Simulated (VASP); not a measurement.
Wanted: the native input for a VASP 6.6.1 run.

```
Task                   : relaxation of cell and atoms
Functional             : r2SCAN
Potentials or basis    : VASP PAW PBE potentials, release 64 (As, B)
Cutoff                 : 600 eV
k mesh                 : 10 × 10 × 10
Occupations            : gaussian, width 0.05 eV
Spin                   : no spin polarisation
Further INCAR settings : ALGO = Normal; EDIFF = 1e-06; IBRION = 2; EDIFFG = -0.01; NSW = 40; ISIF = 3
```

The structure of BAs lies in POSCAR:

```
BAs
1.0
    0.0000000000      2.3885000000      2.3885000000
    2.3885000000      0.0000000000      2.3885000000
    2.3885000000      2.3885000000      0.0000000000
As B
1 1
Direct
    0.7500000000      0.7500000000      0.7500000000
    0.0000000000      0.0000000000      0.0000000000
```

One way to write it, as run:

INCAR

```
PREC     = Accurate       # precision mode
ENCUT    = 600            # plane-wave cutoff, eV
EDIFF    = 1E-6           # SCF threshold, eV
ISMEAR   = 0              # smearing method
SIGMA    = 0.05           # smearing width, eV
LREAL    = F              # projectors in reciprocal space
LASPH    = T              # aspherical terms in the spheres
NELM     = 100            # most SCF steps
ALGO     = Normal         # electronic algorithm
ISIF     = 3              # what is computed and relaxed
LWAVE    = F              # write WAVECAR
LCHARG   = F              # write CHGCAR
METAGGA  = R2SCAN         # meta-GGA
LMIXTAU  = T            
IBRION   = 2              # ionic algorithm
NSW      = 40             # ionic steps
EDIFFG   = -0.01          # ionic threshold
```

KPOINTS

```
Automatic mesh
0
Gamma
  10 10 10
```

Potentials or basis: VASP PAW PBE potentials, release 64 (As, B).

Launch:

```sh
$ cat potpaw_PBE.64/As/POTCAR potpaw_PBE.64/B/POTCAR > POTCAR
$ mpirun -np 1 vasp_std > vasp.out
```

Results of the run:

```json
{"Relaxed volume": "13.71 Å³/atom", "Relaxed cell": "a = 3.384 Å, b = 3.384 Å, c = 3.384 Å, α = 60.00°, β = 60.00°, γ = 60.00°", "Space group after relaxing (to 0.05 Å)": "F-43m (No. 216)", "Energy gained by relaxing": "0.2 meV/atom", "Ionic steps": "3", "Pressure after relaxing": "0.0 GPa", "Band gap on the k mesh": "1.38 eV, indirect (least direct gap 3.44 eV)"}
```

Caveat: the PAW data sets were made with another functional, which shifts forces and pressure a little.

Wall time 2.4 min on 1 thread of Intel(R) Xeon(R) Platinum 8559C (Emerald Rapids), with other jobs on the host, peak memory 0.17 GiB.
